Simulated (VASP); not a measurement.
Here is a VASP 6.6.1 calculation.

Contents of INCAR:

```
PREC = Accurate
ENCUT = 600
EDIFF = 1E-7
ISMEAR = -1
SIGMA = 0.05
LREAL = False
LASPH = True
NELM = 100
ALGO = Fast
ISIF = 3
LWAVE = False
LCHARG = False
GGA = PE
IBRION = 2
NSW = 40
EDIFFG = -0.02
```

File KPOINTS:

```
Automatic mesh
0
Gamma
  11 11 11
```

File POSCAR:

```
Ag
1.0
    0.0000000000      2.0427500000      2.0427500000
    2.0427500000      0.0000000000      2.0427500000
    2.0427500000      2.0427500000      0.0000000000
Ag
1
Direct
    0.0000000000      0.0000000000      0.0000000000
```

Potentials or basis: VASP PAW PBE potentials, release 54 (Ag).

Run with:

```bash
$ cat potpaw_PBE.54/Ag/POTCAR > POTCAR
$ mpirun -np 1 vasp_std > vasp.out
```

Problem. Estimate the relaxed cell.

Solution. a = 2.929 Å, b = 2.929 Å, c = 2.929 Å, α = 60.00°, β = 60.00°, γ = 60.00°.

Problem. Estimate the relaxed volume.

Solution. 17.77 Å³/atom.

The path:
```csv
step,energy change (eV),largest force (eV/Å),pressure (GPa),volume (Å³)
1,0.0000,0.0000,4.27,17.05
2,-0.0064,0.0000,-1.99,18.19
3,-0.0091,0.0000,0.11,17.77
```

PBE usually gives volumes a little too large and moduli too small. Zero-point motion and thermal expansion aren't in these numbers.
